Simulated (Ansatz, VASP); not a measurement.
# CuO2 in VASP and in Ansatz

```
Cu O
1.0
     0.00000    2.38295    2.38295
     2.38295    0.00000    2.38295
     2.38295    2.38295    0.00000
Cu O
1 2
Cartesian
  0.0000 0.0000 0.0000
  1.1915 1.1915 1.1915
  3.5744 3.5744 3.5744
```

Alike in both runs: functional PBEsol; k mesh 8 × 8 × 8; occupations gaussian, width 0.1 eV; collinear spin.

Ansatz relaxed the structure, and its values are those at the end. VASP's run is a single point on that final structure, the one shown.

|  | VASP | Ansatz |
| --- | --- | --- |
| version | VASP 6.6.1 | Ansatz 0.2.0 |
| potentials or method | VASP PAW PBE potentials, release 64 (Cu, O) | scalar-relativistic, plane waves, PAW |
| plane-wave cutoff (eV) | 520 | 420 |
| valence electrons in the cell | 23 | 31 |

|  | VASP | Ansatz | Ansatz less VASP |
| --- | --- | --- | --- |
| gap on the k mesh at the Fermi level (eV) | none | none | - |
| pressure (GPa) | 0.8 | 0.0 | -0.87 |
| net moment per atom (μB) | 0.59 | 0.58 | -0.007 |
| size of the moment on the site where the two differ most (μB) | 0.53 | 0.58 | +0.049 |

Site moments also hang on the region over which each program counts them. A gap of «none» marks a metal or a gap that the smearing closes. The two sets of potentials don't hold the same shells in valence.

Caveats: the PAW data sets were made with another functional, which shifts forces and pressure a little (VASP); a cell with one magnetic atom can't hold antiferromagnetic order, which such compounds often take; semilocal functionals often make such compounds metallic where correlation or magnetic order opens a gap, which also shifts bond lengths.
